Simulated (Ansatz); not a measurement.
# Magnetic states of cobalt, fcc

Theory: Ansatz 0.2.0, DFT, r2SCAN, plane waves (500 eV) with PAW, scalar-relativistic. (PAW data from PBE, frozen cores regenerated.)

Each start was relaxed and then solved on a dense mesh, with Fermi-Dirac smearing of 0.05 eV (0.1 eV in a metal without spin) extrapolated to zero. Rows within 2 meV/atom of each other tie.

Question: Where does each start end, and how do the energies compare? Starts: non-magnetic; ferromagnetic.

Answer: 
| start | ends | ΔE (meV/atom) | V (Å³/atom) |
| --- | --- | --- | --- |
| ferromagnetic | ferromagnetic, net 1.85 μB per atom | 0.0 | 10.85 |
| non-magnetic | spin not included | 497.6 | 9.95 |
